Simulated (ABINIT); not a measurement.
SiC:

```
Si C
1.0
     3.07569    0.00000    0.00000
    -1.53785    2.66363    0.00000
     0.00000    0.00000   10.07065
Si C
4 4
Direct
  0.00000 0.00000 0.18789
  0.00000 0.00000 0.68789
  0.33333 0.66667 0.43784
  0.66667 0.33333 0.93784
  0.00000 0.00000 0.00046
  0.00000 0.00000 0.50046
  0.33333 0.66667 0.24980
  0.66667 0.33333 0.74980
```

The cell is a database's computed one.

Base run:

- Program: ABINIT 10.8.3 (patched build)
- Functional: LDA
- Potentials or basis: JTH PAW LDA v2.0
- Cutoff: 544 eV
- k mesh: 6 × 6 × 2
- Occupations: fermi-dirac, width 0.05 eV
- Spin: no spin polarisation

Its results: band gap on the k mesh 2.17 eV, indirect (least direct gap 3.32 eV); pressure -4.1 GPa; largest force 0.013 eV/Å.

Problem. After a change of settings the same cell gave: band gap on the k mesh 2.23 eV, indirect (least direct gap 3.36 eV); pressure -4.1 GPa; largest force 0.006 eV/Å. Which change was it?
A. k mesh from 6 × 6 × 2 to 13 × 13 × 4
B. functional from LDA to PBEsol; potentials or basis from JTH PAW LDA v2.0 to JTH PAW PBE v2.0
C. functional from LDA to PBE; potentials or basis from JTH PAW LDA v2.0 to JTH PAW PBE v2.0

Solution. A.

Caveats: an odd mesh through Γ misses points on the zone boundary, where band edges often lie (some runs).
